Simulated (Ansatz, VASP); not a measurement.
## MgB2 in VASP and in Ansatz

```xyz
3
Lattice="3.0801 0.0000 0.0000 -1.5401 2.6675 0.0000 0.0000 0.0000 3.5316" Properties=species:S:1:pos:R:3 pbc="T T T"
Mg    0.0000    0.0000    0.0000
B     0.0000    1.7783    1.7658
B     1.5401    0.8892    1.7658
```

Alike in both runs: functional PBEsol; k mesh 15 × 15 × 12; occupations fermi-dirac, width 0.15 eV; no spin polarisation.

Ansatz relaxed the structure, and its values are those at the end. VASP's run is a single point on that final structure, the one shown.

```csv
,VASP,Ansatz
version,VASP 6.6.1,Ansatz 0.2.0
potentials or method,"VASP PAW PBE potentials, release 64 (Mg, B)","scalar-relativistic, plane waves, PAW"
plane-wave cutoff (eV),520,420
valence electrons in the cell,8,16
```

```csv
,VASP,Ansatz,Ansatz less VASP
gap on the k mesh at the Fermi level (eV),none,none,-
pressure (GPa),-2.8,-2.8,+0.02
```

A gap of «none» marks a metal or a gap that the smearing closes. The two sets of potentials don't hold the same shells in valence.

Caveats: the PAW data sets were made with another functional, which shifts forces and pressure a little (VASP).
